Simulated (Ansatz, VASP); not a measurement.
PbO in VASP and in Ansatz

```xyz
2
Lattice="3.1794 0.0000 0.0000 0.0000 3.1794 0.0000 0.0000 0.0000 3.1794" Properties=species:S:1:pos:R:3 pbc="T T T"
Pb    0.0000    0.0000    0.0000
O     1.5897    1.5897    1.5897
```

Alike in both runs: task single point; functional PBE; k mesh 8 × 8 × 8; occupations fermi-dirac, width 0.02 eV; no spin polarisation.

|  | VASP | Ansatz |
| --- | --- | --- |
| version | VASP 6.6.1 | Ansatz 0.2.0 |
| potentials or method | VASP PAW PBE potentials, release 64 (Pb_d, O) | plane waves, PAW |
| plane-wave cutoff (eV) | 520 | 420 |
| valence electrons in the cell | 20 | 20 |

|  | VASP | Ansatz | Ansatz less VASP |
| --- | --- | --- | --- |
| pressure (GPa) | 3.2 | 3.3 | +0.11 |
